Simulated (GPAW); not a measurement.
A run of GPAW 26.7.0 is set up as follows.

File run.py:

```python
import numpy as np
from ase import Atoms
from ase.dft.bandgap import bandgap
from ase.io import write
from ase.units import GPa
from gpaw import GPAW, PW, setup_paths
from gpaw.spinorbit import soc_eigenstates

setup_paths.insert(0, '.')

atoms = Atoms(['Zr', 'Zr', 'Zr', 'Zr', 'O', 'O'],
              cell=[[4.876349, 0.0, 0.0],
                    [0.0, 4.876349, 0.0],
                    [0.0, 0.0, 4.876349]],
              scaled_positions=[[0.75, 0.75, 0.75],
                                [0.25, 0.75, 0.25],
                                [0.75, 0.25, 0.25],
                                [0.25, 0.25, 0.75],
                                [0.5, 0.5, 0.5],
                                [0.0, 0.0, 0.0]],
              pbc=True)

calc = GPAW(mode=PW(800),
            xc='PBEsol',
            kpts={'size': (6, 6, 6), 'gamma': True},
            occupations={'name': 'fermi-dirac', 'width': 0.05},
            nbands=54,
            convergence={'density': 1e-05, 'energy': 1e-05},
            maxiter=150,
            txt='gpaw.txt')
atoms.calc = calc
energy = atoms.get_potential_energy()
forces = atoms.get_forces()
stress = atoms.get_stress()
calc.write('gs.gpw')
write('result.traj', atoms)
print(f'Energy: {energy:.6f} eV')
print('Forces (eV/A):')
print(forces.round(4))
print('Stress (GPa):', (stress / GPa).round(3))
print('Fermi level:', round(calc.get_fermi_level(), 4), 'eV')
print(f'Gap: {bandgap(calc)[0]:.4f} eV, direct: {bandgap(calc, direct=True)[0]:.4f} eV')

path = atoms.cell.bandpath('GXMGRX,MR', npoints=80, eps=1e-4)
bs_calc = calc.fixed_density(kpts=path, symmetry='off', nbands=79,
                             convergence={'bands': 'CBM+6.0', 'eigenstates': 1e-6}, txt='bands.txt')
bs = bs_calc.band_structure()
bs.write('bs.json')
print(f'Gap on the path: {bandgap(bs_calc)[0]:.4f} eV')

soc = soc_eigenstates(bs_calc, theta=90, phi=45)
np.savetxt('soc_bands.dat', soc.eigenvalues(), fmt='%.4f')
mesh = soc_eigenstates('gs.gpw', theta=90, phi=45)
np.savetxt('soc_mesh.dat', mesh.eigenvalues(), fmt='%.4f')
print('Fermi level with spin-orbit coupling:', round(mesh.fermi_level, 4), 'eV')
```

Potentials or basis: PAW data sets generated in the run's folder for this functional, pw.

Run with:

```console
$ gpaw-setup -f PBEsol O Zr
$ OMP_NUM_THREADS=1 python run.py
```

Question: What does it give for the pressure?

Answer: -6.9 GPa.

Question: What does it give for the band gap along the path?

Answer: None (metal or under the smearing width).

Levels at the corners of the path, in eV from the Fermi level:
```
point  band 58  band 59  band 60  band 61  band 62  band 63
    Γ    -1.59    -1.59    -1.59     1.73     1.73     1.73
    X    -0.27    -0.27    -0.27    -0.16    -0.16    -0.16
    M     0.02     0.02     0.02     0.14     0.14     0.14
    Γ    -1.59    -1.59    -1.59     1.73     1.73     1.73
    R     0.16     0.55     0.55     0.55     0.55     0.61
    X    -0.27    -0.27    -0.27    -0.16    -0.16    -0.16
    M     0.02     0.02     0.02     0.14     0.14     0.14
    R     0.16     0.55     0.55     0.55     0.55     0.61
```

Caveat: spin-orbit coupling was added after a scalar SCF, so levels and gaps hold it while energy, forces, pressure and moments don't; this program's spin-orbit splittings come out too wide for heavy elements.
